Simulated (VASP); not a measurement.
# Li (Fm-3m) in VASP: reference runs, part 2 of 2

VASP 6.6.1. Earlier steps stand in the parts before.

## (4) Equation of state, PBE, 20.07 Å³/atom (volume scaled by 0.94)

Contents of INCAR:

```
SYSTEM = Li
PREC = Accurate ; ENCUT = 520
EDIFF = 1E-7 ; ISMEAR = -1
SIGMA = 0.05 ; LREAL = .False.
LASPH = .True. ; NELM = 60
ALGO = Normal ; ISIF = 2
LWAVE = .False. ; LCHARG = .False.
GGA = PE ; NBANDS = 8
```

Contents of KPOINTS:

```
regular mesh
0
Gamma
  10 10 10
  0 0 0
```

Contents of POSCAR:

```
Li
1.0
    0.0000000000      2.1570486114      2.1570486114
    2.1570486114      0.0000000000      2.1570486114
    2.1570486114      2.1570486114      0.0000000000
Li
1
Direct
    0.0000000000      0.0000000000      0.0000000000
```

Potentials or basis: VASP PAW PBE potentials, release 64 (Li_sv).

Command:

```sh
$ cat potpaw_PBE.64/Li_sv/POTCAR > POTCAR
$ mpirun -np 1 vasp_std > vasp.out
```

OUTCAR:

```text
SYSTEM = Li
   PREC = Accurate
   ENCUT = 520
   EDIFF = 1E-7
   ISMEAR = -1
   LREAL = .False.
   LASPH = .True.
   NELM = 60
   ISIF = 2
   GGA = PE

 ion  position               nearest neighbor table
   1  0.000  0.000  0.000-

  LATTYP: Found a face centered cubic cell.
 ALAT       =     4.3140972228

  Lattice vectors:

 A1 = (   0.0000000000,   2.1570486114,   2.1570486114)
 A2 = (   2.1570486114,   0.0000000000,   2.1570486114)
 A3 = (   2.1570486114,   2.1570486114,   0.0000000000)

Analysis of symmetry for initial positions (statically):
=====================================================================
 Subroutine PRICEL returns:
 Original cell was already a primitive cell.

 Routine SETGRP: Setting up the symmetry group for a
 face centered cubic supercell.

 Subroutine GETGRP returns: Found 48 space group operations
 (whereof 48 operations were pure point group operations)
 out of a pool of 48 trial point group operations.

The static configuration has the point symmetry O_h .

Analysis of symmetry for dynamics (positions and initial velocities):
=====================================================================
 Subroutine PRICEL returns:
 Original cell was already a primitive cell.

 Routine SETGRP: Setting up the symmetry group for a
 face centered cubic supercell.

 Subroutine GETGRP returns: Found 48 space group operations
 (whereof 48 operations were pure point group operations)
 out of a pool of 48 trial point group operations.

The dynamic configuration has the point symmetry O_h .

 Subroutine INISYM returns: Found 48 space group operations
 (whereof 48 operations are pure point group operations),
 and found     1 'primitive' translations

----------------------------------------------------------------------------------------

                                     Primitive cell

[... 130 lines left out ...]
     AMIX_MAG =   1.60;   BMIX_MAG =  1.00
  volume/ion in A,a.u.               =      20.07       135.46
  Fermi-wavevector in a.u.,A,eV,Ry     =   0.868784  1.641764 10.269490  0.754786
  Thomas-Fermi vector in A             =   1.987513
   LORBIT       =      0    0 simple, 1 ext, 2 COOP (PROOUT), +10 PAW based schemes
   GGA     = PE    functional components
   LHFCALC =     F    Hartree Fock is set to
   AEXX    =    0.0000 exact exchange contribution
   IVDW    =     0    specifies the selected vdW correction
   LEPSILON=     F    determine dielectric tensor
   LRPA    =     F    only Hartree local field effects (RPA)
 non-spin polarized calculation
  energy-cutoff  :      520.00
  volume of cell :       20.07
 maximum number of plane-waves:       552
   NGX = 11   NGY = 11   NGZ = 11

 number of electron       2.9999995 magnetization

 Free energy of the ion-electron system (eV)
  ---------------------------------------------------
  ext. energy  EPLUGINS =         0.00000000
  ---------------------------------------------------
  free energy    TOTEN  =        -1.90771292 eV

  energy without entropy =       -1.90317950  energy(sigma->0) =       -1.90544621

 E-fermi :   0.5943     XC(G=0):  -7.0680

 val. band max:        0.4063145716   @ k =  -0.4000   0.1000   0.0000
 cond. band min:       0.6315811535   @ k =   0.5000   0.0000   0.0000
 fundamental gap:      0.2252665818
 Fermi energy:         0.5943181504

 k-point     1 :       0.0000    0.0000    0.0000
  band No.  band energies     occupation
      1     -45.8595      2.00000
      2      -2.9208      2.00000
      3      15.1025      0.00000
      4      15.1026      0.00000
      5      15.1026      0.00000
      6      19.0016      0.00000
      7      19.0016      0.00000
      8      19.0016      0.00000
[... 419 lines left out ...]
 k-point    40 :      -0.2000    0.3000    0.1000
  band No.  band energies     occupation
      1     -45.8403      2.00000
      2       0.2176      1.99893
      3       6.2901      0.00000
      4       8.7672      0.00000
      5      11.8051      0.00000
      6      16.6079      0.00000
      7      19.1124      0.00000
      8      21.2781      0.00000

 [... further k-points ...]

------------------------ aborting loop because EDIFF is reached ----------------------------------------

  FORCE on cell =-STRESS in cart. coord.  units (eV):
  Direction    XX          YY          ZZ          XY          YZ          ZX
  --------------------------------------------------------------------------------------
  -------------------------------------------------------------------------------------
  Total        0.0051000      0.0051000      0.0051000      0.0000000      0.0000000      0.0000000
  in kB        0.4070717      0.4070717      0.4070717      0.0000000      0.0000000      0.0000000
  external PRESSURE =       0.4070717 kB  Pullay stress =       0.0000000 kB

 VOLUME and BASIS-vectors are now :
 -----------------------------------------------------------------------------
  energy-cutoff  :      520.00
  volume of cell :       20.07
      direct lattice vectors                 reciprocal lattice vectors
     0.000000000  2.157048611  2.157048611    -0.231798207  0.231798207  0.231798207
     2.157048611  0.000000000  2.157048611     0.231798207 -0.231798207  0.231798207
     2.157048611  2.157048611  0.000000000     0.231798207  0.231798207 -0.231798207

 POSITION                                       TOTAL-FORCE (eV/Angst)
 -----------------------------------------------------------------------------------
      0.00000      0.00000      0.00000        -0.000000     -0.000000     -0.000000
 -----------------------------------------------------------------------------------
    total drift:                               -0.000000      0.000000     -0.000000

  FREE ENERGIE OF THE ION-ELECTRON SYSTEM (eV)
  ---------------------------------------------------
  free  energy   TOTEN  =        -1.9077129209 eV

  energy  without entropy=       -1.9031794969  energy(sigma->0) =       -1.90544621
```

It took 8 s on 1 thread of Intel Xeon Platinum 8375C at 2.90GHz (Ice Lake), shared host; peak memory 0.12 GiB.

What came out:

```
Free energy            : -1.9077 eV
Band gap on the k mesh : none (metal or under the smearing width)
```

Caveat: the cutoff is under 1.25 times the usual one of these potentials, so pressure, stress and relaxed cells hold a basis-set (Pulay) error.

## (5) Equation of state, PBE, 20.50 Å³/atom (volume scaled by 0.96)

Contents of INCAR:

```
PREC = Accurate ; ENCUT = 520
EDIFF = 1E-7 ; ISMEAR = -1
SIGMA = 0.05 ; LREAL = False
LASPH = True ; NELM = 80
ALGO = Normal ; ISIF = 2
LWAVE = False ; LCHARG = False
GGA = PE ; NBANDS = 8
```

Contents of KPOINTS:

```
regular mesh
0
Gamma
  10 10 10
```

Contents of POSCAR:

```
Li
1.0
    0.0000000000      2.1722395951      2.1722395951
    2.1722395951      0.0000000000      2.1722395951
    2.1722395951      2.1722395951      0.0000000000
Li
1
Direct
    0.0000000000      0.0000000000      0.0000000000
```

Command:

```sh
$ cat potpaw_PBE.64/Li_sv/POTCAR > POTCAR
$ mpirun -np 1 vasp_std > vasp.out
```

Run time: 8.6 s. Hardware: 1 thread of Intel Xeon Platinum 8375C at 2.90GHz (Ice Lake), shared host; peak memory 0.13 GiB.

It converged, with:

- Free energy: -1.9078 eV
- Band gap on the k mesh: none (metal or under the smearing width)

Caveat: the cutoff is under 1.25 times the usual one of these potentials, so pressure, stress and relaxed cells hold a basis-set (Pulay) error.

## (6) Equation of state, PBE, 20.93 Å³/atom (volume scaled by 0.98)

Contents of INCAR:

```
PREC     = Accurate       # precision mode
ENCUT    = 520            # plane-wave cutoff, eV
EDIFF    = 1E-7           # SCF threshold, eV
ISMEAR   = -1             # smearing method
SIGMA    = 0.05           # smearing width, eV
LREAL    = False          # projectors in reciprocal space
LASPH    = True           # aspherical terms in the spheres
NELM     = 100            # most SCF steps
ALGO     = Normal         # electronic algorithm
ISIF     = 2              # what is computed and relaxed
LWAVE    = False          # write WAVECAR
LCHARG   = False          # write CHGCAR
GGA      = PE             # functional
NBANDS   = 8              # bands
```

KPOINTS is that of step 5.

Contents of POSCAR:

```
Li
1.0
    0.0000000000      2.1872210312      2.1872210312
    2.1872210312      0.0000000000      2.1872210312
    2.1872210312      2.1872210312      0.0000000000
Li
1
Direct
    0.0000000000      0.0000000000      0.0000000000
```

Potentials or basis: VASP PAW PBE potentials, release 64 (Li_sv).

Command:

```sh
$ cat potpaw_PBE.64/Li_sv/POTCAR > POTCAR
$ mpirun -np 1 vasp_std > vasp.out
```

Run time: 10 s. Hardware: 1 thread of Intel Xeon Platinum 8375C at 2.90GHz (Ice Lake), shared host; peak memory 0.13 GiB.

The run converged. Its results:

```
Free energy            : -1.9071 eV
Band gap on the k mesh : none (metal or under the smearing width)
```

Caveat: the cutoff is under 1.25 times the usual one of these potentials, so pressure, stress and relaxed cells hold a basis-set (Pulay) error.

## (7) Equation of state, PBE, 21.78 Å³/atom (volume scaled by 1.02)

Contents of INCAR:

```
SYSTEM = Li
PREC = Accurate
ENCUT = 520
EDIFF = 1E-7
ISMEAR = -1
SIGMA = 0.05
LREAL = .False.
LASPH = .True.
NELM = 100
ALGO = Normal
ISIF = 2
LWAVE = .False.
LCHARG = .False.
GGA = PE
NBANDS = 8
```

Contents of KPOINTS:

```
Automatic mesh
0
Gamma
  10 10 10
  0 0 0
```

Contents of POSCAR:

```
Li
1.0
    0.0000000000      2.2165832065      2.2165832065
    2.2165832065      0.0000000000      2.2165832065
    2.2165832065      2.2165832065      0.0000000000
Li
1
Direct
    0.0000000000      0.0000000000      0.0000000000
```

Command:

```sh
$ cat potpaw_PBE.64/Li_sv/POTCAR > POTCAR
$ mpirun -np 1 vasp_std > vasp.out
```

It took 7 s on 1 thread of Intel Xeon Platinum 8375C at 2.90GHz (Ice Lake), shared host; peak memory 0.13 GiB.

It converged, with:

* Free energy: -1.9037 eV
* Band gap on the k mesh: none (metal or under the smearing width)

Caveat: the cutoff is under 1.25 times the usual one of these potentials, so pressure, stress and relaxed cells hold a basis-set (Pulay) error.

## (8) Equation of state, PBE, 22.21 Å³/atom (volume scaled by 1.04)

INCAR: that of step 7 with these lines changed.

```diff
@@ -8,3 +8,3 @@
 LASPH = .True.
-NELM = 100
+NELM = 80
 ALGO = Normal
```

KPOINTS is that of step 7.

Contents of POSCAR:

```
Li
1.0
    0.0000000000      2.2309770072      2.2309770072
    2.2309770072      0.0000000000      2.2309770072
    2.2309770072      2.2309770072      0.0000000000
Li
1
Direct
    0.0000000000      0.0000000000      0.0000000000
```

Command:

```sh
$ cat potpaw_PBE.64/Li_sv/POTCAR > POTCAR
$ mpirun -np 1 vasp_std > vasp.out
```

It took 9 s on 1 thread of Intel Xeon Platinum 8375C at 2.90GHz (Ice Lake), shared host; peak memory 0.13 GiB.

It converged, with:

```yaml
Free_energy: -1.9011 eV
Band_gap_on_the_k_mesh: none (metal or under the smearing width)
```

Caveat: the cutoff is under 1.25 times the usual one of these potentials, so pressure, stress and relaxed cells hold a basis-set (Pulay) error.

## (9) Equation of state, PBE, 22.64 Å³/atom (volume scaled by 1.06)

Contents of INCAR:

```
SYSTEM = Li
  PREC = Accurate
  ENCUT = 520
  EDIFF = 1E-7
  ISMEAR = -1
  SIGMA = 0.05
  LREAL = .False.
  LASPH = .True.
  NELM = 100
  ALGO = Normal
  ISIF = 2
  LWAVE = .False.
  LCHARG = .False.
  GGA = PE
  NBANDS = 8
```

KPOINTS is that of step 8.

Contents of POSCAR:

```
Li
1.0
    0.0000000000      2.2451874350      2.2451874350
    2.2451874350      0.0000000000      2.2451874350
    2.2451874350      2.2451874350      0.0000000000
Li
1
Direct
    0.0000000000      0.0000000000      0.0000000000
```

Potentials or basis: VASP PAW PBE potentials, release 64 (Li_sv).

Command:

```sh
$ cat potpaw_PBE.64/Li_sv/POTCAR > POTCAR
$ mpirun -np 1 vasp_std > vasp.out
```

Run time: 10 s. Hardware: 1 thread of Intel Xeon Platinum 8375C at 2.90GHz (Ice Lake), shared host; peak memory 0.13 GiB.

The run converged. Its results:

```yaml
Free_energy: -1.8980 eV
Band_gap_on_the_k_mesh: none (metal or under the smearing width)
```

Caveat: the cutoff is under 1.25 times the usual one of these potentials, so pressure, stress and relaxed cells hold a basis-set (Pulay) error.

## (10) Equation of state, PBE

Potentials or basis: VASP PAW PBE potentials, release 64 (Li_sv).

No new run: the results of the series are fitted here.

What came out:

```
Equilibrium volume                      : 20.31 Å³/atom
Bulk modulus                            : 13.8 GPa
Pressure derivative of the bulk modulus : 3.1
```

Energy against volume, from the lowest point:
| volume (Å³/atom) | energy (meV/atom) |
| --- | --- |
| 20.073 | 0.05 |
| 20.500 | 0.00 |
| 20.927 | 0.69 |
| 21.354 | 2.08 |
| 21.781 | 4.08 |
| 22.208 | 6.65 |
| 22.635 | 9.76 |

Caveat: the cutoff is under 1.25 times the usual one of these potentials, so pressure, stress and relaxed cells hold a basis-set (Pulay) error.

## (11) Summary

| task | cell | gap on the mesh (eV) |
| --- | --- | --- |
| single point | as given | none |
| single point | cell strained at random at fixed volume | none |
| equation of state | as given | - |

Alike in all rows: level PBE; potentials or basis VASP PAW PBE potentials, release 64 (Li_sv); no spin polarisation; k mesh 10 × 10 × 10; cutoff (eV) 520; smearing fermi-dirac 0.05 eV.

Caveats: the cutoff is under 1.25 times the usual one of these potentials, so pressure, stress and relaxed cells hold a basis-set (Pulay) error.

Total energies depend on the potentials used, so only differences within one code and one set of settings carry meaning.
